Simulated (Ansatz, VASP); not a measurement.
## One calculation of Ti, two programs

The input INCAR:

```
SYSTEM = Ti
  PREC = Accurate
  ENCUT = 600
  EDIFF = 1E-7
  ISMEAR = 0
  SIGMA = 0.1
  LREAL = .False.
  LASPH = .True.
  NELM = 100
  ALGO = Fast
  ISIF = 3
  LWAVE = .False.
  LCHARG = .False.
  GGA = PE
  IVDW = 12
  IBRION = 2
  NSW = 70
  EDIFFG = -0.005
```

File KPOINTS:

```
Automatic mesh
0
Gamma
  18 18 18
  0 0 0
```

Contents of POSCAR:

```
Ti
1.0
   -1.6277527636      1.6277527636      1.6277527636
    1.6277527636     -1.6277527636      1.6277527636
    1.6277527636      1.6277527636     -1.6277527636
Ti
1
Direct
    0.0000000000      0.0000000000      0.0000000000
```

Input for Ansatz:

```yaml
crystal:
  lattice:
    - [-1.6277527636, 1.6277527636, 1.6277527636]
    - [1.6277527636, -1.6277527636, 1.6277527636]
    - [1.6277527636, 1.6277527636, -1.6277527636]
  atoms:
    - { symbol: Ti, position: [0.0, 0.0, 0.0] }
basis:
  ecutwfc: 420
kpoints:
  mp_grid: { grid: [18, 18, 18] }
hamiltonian:
  xc: pbe
  dispersion: d3bj
scf:
  occupations: { method: gaussian, width: 0.1 }
output:
  forces: true
  stress: true
  eigenvalues: true
relax:
  adjacent_minimum: "off"
  f_tol: 0.005
  max_steps: 50
  cell: { stress_tol: 0.05 }
```

Alike in both runs: task relaxation of cell and atoms; functional PBE; dispersion D3(BJ); k mesh 18 × 18 × 18; occupations gaussian, width 0.1 eV; no spin polarisation.

```csv
,VASP,Ansatz
version,VASP 6.6.1,Ansatz 0.2.0
potentials or method,"VASP PAW PBE potentials, release 64 (Ti_sv)","scalar-relativistic, plane waves, PAW"
plane-wave cutoff (eV),600,420
valence electrons in the cell,12,12
```

|  | VASP | Ansatz | Ansatz less VASP |
| --- | --- | --- | --- |
| gap on the k mesh at the Fermi level, each at its own relaxed structure (eV) | none | none | - |
| relaxed volume (Å³/atom) | 16.26 | 16.31 | +0.046 |
| relaxed cell length with the largest relative difference (Å) | 2.764 | 2.767 | +0.0026 |
| energy change over the relaxation (meV/atom) | -20 | -18 | +1.9 |

A gap of «none» marks a metal or a gap that the smearing closes.

Caveats: pairwise dispersion overbinds metals, which lowers pressure and volume.
